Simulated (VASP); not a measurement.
Ta, 1 atom in the cell. Symmetry: Im-3m, No. 229, cubic system. Conventional cell: a = 3.303 Å, b = 3.303 Å, c = 3.303 Å, α = 90.00°, β = 90.00°, γ = 90.00°. Ta (site symmetry m-3m) is surrounded by 8 Ta at 2.86 Å. 

```yaml
Program: VASP 6.6.1
Task: relaxation of cell and atoms
Functional: r2SCAN
Potentials_or_basis: VASP PAW PBE potentials, release 64 (Ta_pv)
Cutoff: 600 eV
k_mesh: 23 × 23 × 23
Occupations: fermi-dirac, width 0.05 eV
Spin: no spin polarisation
Further_INCAR_settings: ALGO = Normal; EDIFF = 1e-06; IBRION = 2; EDIFFG = -0.01; NSW = 40; ISIF = 3
```

Potentials or basis: VASP PAW PBE potentials, release 64 (Ta_pv).

Launch:

```console
$ cat potpaw_PBE.64/Ta_pv/POTCAR > POTCAR
$ mpirun -np 1 vasp_std > vasp.out
```

Hardware: 1 thread of Intel(R) Xeon(R) Platinum 8488C (Sapphire Rapids) (shared host).

Problem. Estimate the wall time of this run.

Solution. It took 5.2 min on 1 thread of Intel(R) Xeon(R) Platinum 8488C (Sapphire Rapids), with other jobs on the host, peak memory 0.22 GiB. Counts: scf iterations 35, k points 364, ion steps 3.
